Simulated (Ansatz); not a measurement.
Runs of Ansatz 0.2.0 on As. Symmetry: Pm-3m, No. 221, cubic system. The conventional cell has a = 2.704 Å, b = 2.704 Å, c = 2.704 Å, α = 90.00°, β = 90.00°, γ = 90.00°. Around As (site symmetry m-3m) lie 6 As at 2.70 Å. This isn't the form of As at room conditions, which is rhombohedral.

```tsv
level	gap on the mesh (eV)	pressure (GPa)	relaxed volume (Å³/atom)
PBEsol	none	0.0	19.42
PBEsol+D3(BJ)-ATM	none	0.0	18.80
PBEsol+D3(BJ)	none	0.0	18.70
PBEsol+D4	none	0.0	(a)
```

Alike in all rows: task relaxation of cell and atoms; potentials or basis Ansatz PAW; no spin polarisation; cell relaxed; k mesh 10 × 10 × 10; cutoff (eV) 420; smearing fermi-dirac 0.05 eV.

Problem. Fill in the values left out.

Solution. (a) 18.95.

Caveats: the plane-wave basis is chosen anew once the cell has moved, so the energies of steps on either side of that aren't comparable; the PAW data sets come from PBE, with cores solved anew for the run's functional, which leaves a small shift of forces and pressure; pairwise dispersion overbinds metals, which lowers pressure and volume (some runs).

A k mesh can miss the band edges, and the runs leave out spin-orbit coupling on As.

A gap of «none» marks a metal or a gap under the smearing width.
